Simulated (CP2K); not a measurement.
## Sn in CP2K: convergence with cutoff ry

Sn:

```xyz
2
Lattice="4.4550 0.0000 0.0000 -3.3067 2.9854 0.0000 -0.5741 -1.4927 4.1580" Properties=species:S:1:pos:R:3 pbc="T T T"
Sn   -0.0778   -0.0603   -0.0844
Sn    2.1804   -0.0077    2.0096
```

The cell isn't the ideal one: atoms moved at random, drawn with an rms of 0.1 Å.

| Item | Value |
| --- | --- |
| Program | CP2K 2026.2 |
| Task | single point |
| Functional | PBE |
| Potentials or basis | POTENTIAL_UZH Sn GTH-PBE-q4; TZVP-MOLOPT-PBE-GTH basis |
| Density cutoff | 1225 eV |
| k mesh | 7 × 7 × 5 |
| Occupations | fermi-dirac, width 0.0259 eV |
| Spin | no spin polarisation |

These are the settings of the first run; the series varies cutoff ry, with any setting tied to it.

Hardware: 1 thread of Intel(R) Xeon(R) 6975P-C (Granite Rapids), with other jobs on the host.

```tsv
cutoff ry	energy less the tightest run, at zero smearing (meV/atom)	SCF cycles	CPU time (s)	peak memory (GiB)
90 Ry	0.01	11	16	0.24
140 Ry	0.00	11	15	0.24
190 Ry	0.00	11	16	0.26
250 Ry	0.00	11	16	0.28
320 Ry	0.00	11	16	0.29
380 Ry	0.00	11	16	0.32
450 Ry	0.00	11	18	0.35
560 Ry	0.00	11	17	0.38
720 Ry	0.00	11	18	0.45
```

Against the tightest run, the energy stays within 1 meV/atom from 90 Ry on. The tightest run that finished is the yardstick and may itself not be fully converged.
